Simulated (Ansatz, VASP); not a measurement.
## Ir in VASP and in Ansatz

INCAR

```
PREC = Accurate
ENCUT = 600
EDIFF = 1E-7
ISMEAR = 0
SIGMA = 0.1
LREAL = False
LASPH = True
NELM = 100
ALGO = Normal
ISIF = 3
LWAVE = False
LCHARG = False
GGA = PE
IBRION = 2
NSW = 100
EDIFFG = -0.005
```

Contents of KPOINTS:

```
regular mesh
0
Gamma
  18 18 18
```

File POSCAR:

```
Ir
1.0
    0.0000000000      1.9380596436      1.9380596436
    1.9380596436      0.0000000000      1.9380596436
    1.9380596436      1.9380596436      0.0000000000
Ir
1
Direct
    0.0000000000      0.0000000000      0.0000000000
```

Input for Ansatz:

```yaml
crystal:
  lattice:
    - [0.0, 1.9380596429, 1.9380596429]
    - [1.9380596429, 0.0, 1.9380596429]
    - [1.9380596429, 1.9380596429, 0.0]
  atoms:
    - { symbol: Ir, position: [0.0, 0.0, 0.0] }
basis:
  ecutwfc: 420
kpoints:
  mp_grid: { grid: [18, 18, 18] }
hamiltonian:
  xc: pbe
scf:
  occupations: { method: gaussian, width: 0.1 }
output:
  forces: true
  stress: true
  eigenvalues: true
relax:
  adjacent_minimum: "off"
  f_tol: 0.005
  max_steps: 80
  cell: { stress_tol: 0.05 }
```

Alike in both runs: task relaxation of cell and atoms; functional PBE; k mesh 18 × 18 × 18; occupations gaussian, width 0.1 eV; no spin polarisation.

```csv
,VASP,Ansatz
version,VASP 6.6.1,Ansatz 0.2.0
potentials or method,"VASP PAW PBE potentials, release 64 (Ir)","scalar-relativistic, plane waves, PAW"
plane-wave cutoff (eV),600,420
valence electrons in the cell,9,17
```

Ansatz gave:

| Property | Result |
| --- | --- |
| gap on the k mesh at the Fermi level, each at its own relaxed structure (eV) | none |
| relaxed volume (Å³/atom) | 14.50 |
| relaxed cell length with the largest relative difference (Å) | 2.737 |

Task: What did VASP give for the same quantities?

Result: gap on the k mesh at the Fermi level, each at its own relaxed structure (eV): none; relaxed volume (Å³/atom): 14.52; relaxed cell length with the largest relative difference (Å): 2.738.

A gap of «none» marks a metal or a gap that the smearing closes. The two sets of potentials don't hold the same shells in valence.

Spin-orbit coupling is left out, which matters for the levels of Ir.
